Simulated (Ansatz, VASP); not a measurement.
# MgH2: VASP beside Ansatz

```
Mg H
1.0
     4.51786    0.00000    0.00000
     0.00000    4.51786    0.00000
     0.00000    0.00000    3.01207
Mg H
2 4
Direct
  0.00000 0.00000 0.00000
  0.50000 0.50000 0.50000
  0.30444 0.30444 0.00000
  0.19556 0.80444 0.50000
  0.69556 0.69556 0.00000
  0.80444 0.19556 0.50000
```

Alike in both runs: functional PBE; k mesh 6 × 6 × 8; occupations gaussian, width 0.02 eV; no spin polarisation.

Ansatz relaxed the structure, and its values are those at the end. VASP's run is a single point on that final structure, the one shown.

```csv
,VASP,Ansatz
version,VASP 6.6.1,Ansatz 0.2.0
potentials or method,"VASP PAW PBE potentials, release 64 (Mg, H)","scalar-relativistic, plane waves, PAW"
plane-wave cutoff (eV),520,420
valence electrons in the cell,8,24
```

Ansatz gave:

- gap on the k mesh at the Fermi level (eV): 3.81
- least direct gap on the mesh (eV): 4.55
- pressure (GPa): 0.0

Task: Estimate VASP's values.

Result: gap on the k mesh at the Fermi level (eV): 3.80; least direct gap on the mesh (eV): 4.54; pressure (GPa): -0.3.

The two sets of potentials don't hold the same shells in valence.

A k mesh can miss the band edges. Expect the measured gap to be larger: semilocal functionals such as PBE lack the derivative discontinuity.
